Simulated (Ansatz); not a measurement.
# InP: the cost of one run

Computed with Ansatz 0.2.0 (DFT PBE, scalar-relativistic, plane waves, PAW, unless a step's input says otherwise).

17 further runs of the same task are left out: 17 set aside as unsound or not needed.

## 1. The system as given

Symmetry: Fm-3m, No. 225, cubic system. The conventional cell has a = 5.540 Å, b = 5.540 Å, c = 5.540 Å, α = 90.00°, β = 90.00°, γ = 90.00°. Around In (site symmetry m-3m) lie 6 P at 2.77 Å. P (site symmetry m-3m) is surrounded by 6 In at 2.77 Å.

As a file:

```
In P
1.0
     0.00000    2.77016    2.77016
     2.77016    0.00000    2.77016
     2.77016    2.77016    0.00000
In P
1 1
Direct
  0.00000 0.00000 0.00000
  0.50000 0.50000 0.50000
```

This cell was relaxed beforehand with the same method: volume 21.26 Å³/atom, gap on the mesh none (metal).

## 2. Plan of the line

The energy is mapped over volume and the cell's shape.

First coordinate, volume per atom: 7 values from 19.56 to 22.96 Å³. Second coordinate, c/a of the conventional cell: 7 values from 0.886 to 1.128.

Nothing else is relaxed (symmetry fixes all fractional coordinates). Energies count from the relaxed crystal. Points are written as (first, second).

## 3. The run at (19.56 Å³, 1.000)

input.yaml

```yaml
crystal:
  lattice:
    - [0.0, 2.6942263456, 2.6942263456]
    - [2.6942263456, 0.0, 2.6942263456]
    - [2.6942263456, 2.6942263456, 0.0]
  atoms:
    - { symbol: In, position: [0.0, 0.0, 0.0] }
    - { symbol: P, position: [0.5, 0.5, 0.5] }
basis:
  ecutwfc: 420
kpoints:
  mp_grid: { grid: [20, 20, 20] }
hamiltonian:
  xc: pbe
scf:
  occupations: { method: gaussian, width: 0.15 }
output:
  forces: true
  stress: true
  eigenvalues: true
```

Run with:

```console
$ ansatz run input.yaml --threads 1 --pin off --max-ram 2048MiB --backend cpu --events-out ev --progress --plain --runs-dir out
```

What time and memory should one allow on 1 thread of Intel Xeon 6975P-C (Granite Rapids), shared host?

About 4 s, with a peak of 0.46 GiB.
